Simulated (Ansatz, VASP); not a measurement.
**One calculation of InAs, two programs**

```xyz
2
Lattice="0.0000 3.0240 3.0240 3.0240 0.0000 3.0240 3.0240 3.0240 0.0000" Properties=species:S:1:pos:R:3 pbc="T T T"
In    0.0000    0.0000    0.0000
As    4.5360    4.5360    4.5360
```

Alike in both runs: task electric field gradients; functional PBE; k mesh 10 × 10 × 10; occupations fermi-dirac, width 0.08 eV; no spin polarisation.

|  | VASP | Ansatz |
| --- | --- | --- |
| version | VASP 6.6.1 | Ansatz 0.2.0 |
| potentials or method | VASP PAW PBE potentials, release 64 (In_d, As), cutoff 520 eV | all-electron PAW with datasets made for the crystal, scalar-relativistic |

|  | VASP | Ansatz | Ansatz less VASP |
| --- | --- | --- | --- |
| pressure (GPa) | 3.9 | 3.9 | -0.06 |
| Vzz of the field gradient on the site that differs most (V/Å²) | 0.0 | 0.0 | 0.00 |

Ansatz ran all-electron here, so the differences hold the error of VASP's frozen core and of both bases. Ansatz warned: «gradients_without_spin_orbit».
